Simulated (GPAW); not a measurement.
# MgO (Fm-3m) in GPAW: reference runs

How does MgO come out in PBE? The cell is run as given.

Everything below comes from runs of GPAW 26.7.0. Logs are shortened: lines on timing, memory, paths and dates and some standing lists are left out, and cuts for length are marked. The log counts tension as positive stress, the text compression.

**Experimental background.**

From “Electronic structure of alkaline earth and post-transition metal oxides”, 2009, arxiv:0908.1581, for a bulk crystal of MgO: band gap 7.83 eV.

The results are compared with them further down.

**1. The crystal as given**

The structure is cubic, space group Fm-3m (No. 225). The conventional cell has a = 4.194 Å, b = 4.194 Å, c = 4.194 Å, α = 90.00°, β = 90.00°, γ = 90.00°. Around Mg (site symmetry m-3m) lie 6 O at 2.10 Å. O (site symmetry m-3m) is surrounded by 6 Mg at 2.10 Å.

The cell is a database's computed one.

**2. Single point, PBE**

File run.py:

```python
from ase import Atoms
from ase.dft.bandgap import bandgap
from ase.io import write
from ase.units import GPa
from gpaw import GPAW, PW

atoms = Atoms(['Mg', 'O'],
              cell=[[0.0, 2.0970013927, 2.0970013927],
                    [2.0970013927, 0.0, 2.0970013927],
                    [2.0970013927, 2.0970013927, 0.0]],
              scaled_positions=[[0.0, 0.0, 0.0],
                                [0.5, 0.5, 0.5]],
              pbc=True)

calc = GPAW(mode=PW(800),
            xc='PBE',
            kpts={'size': (11, 11, 11), 'gamma': True},
            occupations={'name': 'fermi-dirac', 'width': 0.05},
            nbands=16,
            convergence={'density': 1e-05, 'energy': 1e-05},
            maxiter=150,
            txt='gpaw.txt')
atoms.calc = calc
energy = atoms.get_potential_energy()
forces = atoms.get_forces()
stress = atoms.get_stress()
calc.write('gs.gpw')
write('result.traj', atoms)
print(f'Energy: {energy:.6f} eV')
print('Forces (eV/A):')
print(forces.round(4))
print('Stress (GPa):', (stress / GPa).round(3))
print('Fermi level:', round(calc.get_fermi_level(), 4), 'eV')
print(f'Gap: {bandgap(calc)[0]:.4f} eV, direct: {bandgap(calc, direct=True)[0]:.4f} eV')
```

Potentials or basis: GPAW PAW data sets (gpaw-data 1.2.1), pw.

Launch:

```bash
OMP_NUM_THREADS=1 python run.py
```

gpaw.txt:

```text
__  _  _
 | _ |_)|_||  |
 |__||  | ||/\| - 26.7.0

Input parameters:
  mode=PW(ecut=800.0),
  convergence={'density': 1e-05, 'energy': 1e-05},
  kpts=MonkhorstPack(size=(11, 11, 11), gamma=True),
  maxiter=150,
  nbands=16,
  occupations=Occupations(name='fermi-dirac', width=0.05),
  xc=XC(name='PBE')

Diagonalizing LCAO Hamiltonian
Converting LCAO to pw mode

              O

       Mg

Atoms  # Å, Bohr magnetons
|   | symbol |        x |        y |        z |    initial magnetic moments |
|---|--------|----------|----------|----------|-----------------------------|
| 0 |     Mg | 0.000000 | 0.000000 | 0.000000 | ( 0.0000,  0.0000,  0.0000) |
| 1 |      O | 2.097001 | 2.097001 | 2.097001 | ( 0.0000,  0.0000,  0.0000) |

Unit cell  # Å
| periodic |        x |        y |        z |  lengths |    angles |
|----------|----------|----------|----------|----------|-----------|
|      yes | 0.000000 | 2.097001 | 2.097001 | 2.965608 | 60.000000 |
|      yes | 2.097001 | 0.000000 | 2.097001 | 2.965608 | 60.000000 |
|      yes | 2.097001 | 2.097001 | 0.000000 | 2.965608 | 60.000000 |

Number of symmetries: 48
Symmetry operations  # r_c * U_cc + t_c -> r_c
|    | kind |            matrix            |
|----|------|------------------------------|
|  0 |  σ   |  1, 0, 0,  1, 0,-1,  1,-1, 0 |
|  1 |  C2  |  1, 0, 0,  1,-1, 0,  1, 0,-1 |
|  2 |  E   |  1, 0, 0,  0, 1, 0,  0, 0, 1 |
|  3 |  σ   |  1, 0, 0,  0, 0, 1,  0, 1, 0 |
|  4 |  C4  |  1, 0,-1,  1, 0, 0,  1,-1, 0 |
|  5 |  S6  |  1, 0,-1,  1,-1, 0,  1, 0, 0 |
|  6 |  σ   |  1, 0,-1,  0, 1,-1,  0, 0,-1 |
|  7 |  C3  |  1, 0,-1,  0, 0,-1,  0, 1,-1 |
|  8 |  S6  |  1,-1, 0,  1, 0, 0,  1, 0,-1 |
|  9 |  C4  |  1,-1, 0,  1, 0,-1,  1, 0, 0 |
| 10 |  C3  |  1,-1, 0,  0,-1, 1,  0,-1, 0 |
| 11 |  σ   |  1,-1, 0,  0,-1, 0,  0,-1, 1 |
| 12 |  σ   |  0, 1, 0,  1, 0, 0,  0, 0, 1 |
| 13 |  C4  |  0, 1, 0,  0, 1,-1, -1, 1, 0 |
| 14 |  C3  |  0, 1, 0,  0, 0, 1,  1, 0, 0 |
| 15 |  S6  |  0, 1, 0, -1, 1, 0,  0, 1,-1 |
| 16 |  C2  |  0, 1,-1,  1, 0,-1,  0, 0,-1 |
| 17 |  σ   |  0, 1,-1,  0, 1, 0, -1, 1, 0 |
| 18 |  S4  |  0, 1,-1,  0, 0,-1,  1, 0,-1 |
| 19 |  C4  |  0, 1,-1, -1, 1, 0,  0, 1, 0 |
| 20 |  C3  |  0, 0, 1,  1, 0, 0,  0, 1, 0 |
| 21 |  σ   |  0, 0, 1,  0, 1, 0,  1, 0, 0 |
| 22 |  S6  |  0, 0, 1,  0,-1, 1, -1, 0, 1 |
| 23 |  C4  |  0, 0, 1, -1, 0, 1,  0,-1, 1 |
| 24 |  S4  |  0, 0,-1,  1, 0,-1,  0, 1,-1 |
| 25 |  C3  |  0, 0,-1,  0, 1,-1,  1, 0,-1 |
| 26 |  C2  |  0, 0,-1,  0,-1, 0, -1, 0, 0 |
| 27 |  S6  |  0, 0,-1, -1, 0, 0,  0,-1, 0 |
| 28 |  S4  |  0,-1, 1,  1,-1, 0,  0,-1, 0 |
| 29 |  C4  |  0,-1, 1,  0, 0, 1, -1, 0, 1 |
| 30 |  C2  |  0,-1, 1,  0,-1, 0,  1,-1, 0 |
| 31 |  σ   |  0,-1, 1, -1, 0, 1,  0, 0, 1 |
| 32 |  C3  |  0,-1, 0,  1,-1, 0,  0,-1, 1 |
| 33 |  S6  |  0,-1, 0,  0, 0,-1, -1, 0, 0 |
| 34 |  S4  |  0,-1, 0,  0,-1, 1,  1,-1, 0 |
| 35 |  C2  |  0,-1, 0, -1, 0, 0,  0, 0,-1 |
| 36 |  C2  | -1, 1, 0,  0, 1, 0,  0, 1,-1 |
| 37 |  S6  | -1, 1, 0,  0, 1,-1,  0, 1, 0 |
| 38 |  S4  | -1, 1, 0, -1, 0, 1, -1, 0, 0 |
| 39 |  C3  | -1, 1, 0, -1, 0, 0, -1, 0, 1 |
| 40 |  S6  | -1, 0, 1,  0, 0, 1,  0,-1, 1 |
| 41 |  C2  | -1, 0, 1,  0,-1, 1,  0, 0, 1 |
| 42 |  C3  | -1, 0, 1, -1, 1, 0, -1, 0, 0 |
| 43 |  S4  | -1, 0, 1, -1, 0, 0, -1, 1, 0 |
| 44 |  C2  | -1, 0, 0,  0, 0,-1,  0,-1, 0 |
| 45 |  i   | -1, 0, 0,  0,-1, 0,  0, 0,-1 |
| 46 |  σ   | -1, 0, 0, -1, 1, 0, -1, 0, 1 |
| 47 |  C2  | -1, 0, 0, -1, 0, 1, -1, 1, 0 |

BZ-sampling:
  Number of BZ points: 1331
  Number of IBZ points: 56

  Monkhorst-Pack size: [11, 11, 11]
  Monkhorst-Pack shift: [0, 0, 0]

K-points  # in reciprocal-cell coordinates
|     |                                coordinates |     weight |
|-----|--------------------------------------------|------------|
|   0 | (  0.00000000,   0.00000000,   0.00000000) | 0.00075131 |
|   1 | (  0.09090909,   0.09090909,   0.00000000) | 0.00450789 |
|   2 | (  0.09090909,   0.09090909,   0.09090909) | 0.00601052 |
|   3 | (  0.18181818,   0.09090909,   0.09090909) | 0.00901578 |
|   4 | (  0.18181818,   0.18181818,   0.00000000) | 0.00450789 |
|   5 | (  0.18181818,   0.18181818,   0.09090909) | 0.01803156 |
|   6 | (  0.18181818,   0.18181818,   0.18181818) | 0.00601052 |
|   7 | (  0.27272727,   0.18181818,   0.09090909) | 0.01803156 |
|   8 | (  0.27272727,   0.18181818,   0.18181818) | 0.01803156 |
|   9 | (  0.27272727,   0.27272727,   0.00000000) | 0.00450789 |
| ... |                                            |            |
|  55 | (  0.45454545,   0.45454545,   0.45454545) | 0.00601052 |

Plane wave coefficients: 959
Cutoff: 800.0 eV

Spin-components: 1 (collinear spins)
Bands:           16
Projectors:      10
Spin-degeneracy: 2
Datatype:        complex128

Density:
  Valence electrons: 16.0
  Components: 1
  Grid points: [20 20 20]
  Charge: 0.0  # |e|

Potential:
  Grid points: [20 20 20]

species:
  Mg:
    name:    Magnesium
    Z:       12.0
    valence: 10
    core:    2
    charge:  0.0  # [|e|]
    compensation charges:
      type: gauss
      rc: 0.33  # [Å]
      lmax: 2
    cutoffs:
      filter: 1.86  # [Å]
      core: 0.54  # [Å]
    projectors
    | kind |    occ | energy [eV] | rcut [Å] |
    |------|--------|-------------|----------|
    |   2s |  2.000 |     -79.840 |    1.090 |
    |   3s |  2.000 |      -4.705 |    1.090 |
    |   2p |  6.000 |     -46.613 |    1.085 |
    |   3p |  0.000 |      -1.330 |    1.085 |
    |    d |        |       0.000 |    1.037 |

    Using partial waves for Mg as LCAO basis

  O:
    name:    Oxygen
    Z:       8.0
    valence: 6
    core:    2
    charge:  0.0  # [|e|]
    compensation charges:
      type: gauss
      rc: 0.21  # [Å]
      lmax: 2
    cutoffs:
      filter: 1.17  # [Å]
      core: 0.83  # [Å]
    projectors
    | kind |    occ | energy [eV] | rcut [Å] |
    |------|--------|-------------|----------|
    |   2s |  2.000 |     -23.961 |    0.688 |
    |   2p |  4.000 |      -9.029 |    0.598 |
    |    s |        |       3.251 |    0.688 |
    |    p |        |      18.182 |    0.598 |
    |    d |        |       0.000 |    0.619 |

    Using partial waves for O as LCAO basis

Reference energy: -7490.497190  # eV

eigensolver:
  PPCG
  Converge bands: occupied
  niter=2

density mixing:
  MSR1-Mixer
  Pratt-step length: 0.05
  Maximum mixing coefficient: 0.75
  Old densities: 10
  SVD Regularization: 0.005
  Good broyden scale: 1.0
  Trust region scale: 1.0
  Backstep threshold: 4.0
  History deletion threshold: 6.0
  Fourier metric: weight=20.0, sigma=0.015

occupation numbers:
  Fermi-Dirac:
    width: 0.0500  # eV

poisson solver:
  ecut: 6400.0  # eV

xc functional:
[... 9 lines left out ...]
|iter     | |      energy | eigst |  dens |
|---------|-|-------------|-------|-------|
|iter:   1| |  -13.516536 | +0.17 |       |
|iter:   2| |  -13.159845 | -2.14 | -0.99 |
|iter:   3| |  -12.183760 | -1.37 | -1.04 |
|iter:   4| |  -12.189972 | -3.10 | -1.58 |
|iter:   5| |  -12.195715 | -3.07 | -1.85 |
|iter:   6| |  -12.195768 | -5.29 | -3.02 |
|iter:   7| |  -12.195785c| -6.18 | -3.40 |
|iter:   8| |  -12.195785c| -7.95c| -4.39 |
|iter:   9| |  -12.195785c| -8.21c| -5.14c|

Converged in 9 steps
Energy contributions relative to reference atoms: (reference = -7490.497190)

Energy contributions:
  Kinetic:          13.284714
  Coulomb:         -11.227278
  Zero:              0.191287
  External:          0.000000
  Xc:              -14.444509
  Entropy:          -0.000000
  Spinorbit:         0.000000
  ----------------------------
  Free energy:     -12.195785
  Extrapolated:    -12.195785

dipole moment: (-6.014540, -6.014540, -6.014540)  # |e|*Ang

Fermi level: 5.939
Eigenvalues  # (at kpt = [0.000, 0.000, 0.000])
| band index |      eig [eV] | occ [0-2] |
|------------|---------------|-----------|
|          0 |       -67.346 |     2.000 |
|          1 |       -34.089 |     2.000 |
|          2 |       -34.089 |     2.000 |
|          3 |       -34.089 |     2.000 |
|          4 |       -12.274 |     2.000 |
|          5 |         5.010 |     2.000 |
[... 8 lines left out ...]
|         14 |        26.672 |     0.000 |
|         15 |        29.621 |     0.000 |

Gap: 4.895 eV
Transition (v -> c):
  (s=0, k=0, n=7, [0.00, 0.00, 0.00]) -> (s=0, k=0, n=8, [0.00, 0.00, 0.00])
No difference between direct/indirect transitions

Forces  # eV/Ang
|        x |        y |       z |
|----------|----------|---------|
| -0.00000 | -0.00000 | 0.00000 |  # Mg   0
| -0.00000 |  0.00000 | 0.00000 |  # O    1

Stress tensor  # eV/Ang^3
|         x |         y |         z |
|-----------|-----------|-----------|
| -0.043490 |  0.000000 |  0.000000 |
|  0.000000 | -0.043490 |  0.000000 |
|  0.000000 |  0.000000 | -0.043490 |

# Writing to gs.gpw (mode='')
```

It took 8.1 s on 1 thread of Intel Xeon 6975P-C (Granite Rapids), shared host; peak memory 0.15 GiB.

Results:

- Free energy: -12.1958 eV
- Pressure: 7.0 GPa
- Band gap on the k mesh: 4.89 eV, direct

**3. Comparison with measurements**

Step 2. Against the measured gap of MgO, 7.83 eV (quoted in “Electronic structure of alkaline earth and post-transition metal oxides”, 2009, arxiv:0908.1581), the calculated 4.89 eV is off by -2.94 eV. The value is that of PBE, without temperature or zero-point motion. Semilocal functionals fall short of measured gaps as a rule. The cell is a database's relaxed one, not the measured one, which moves gaps too.
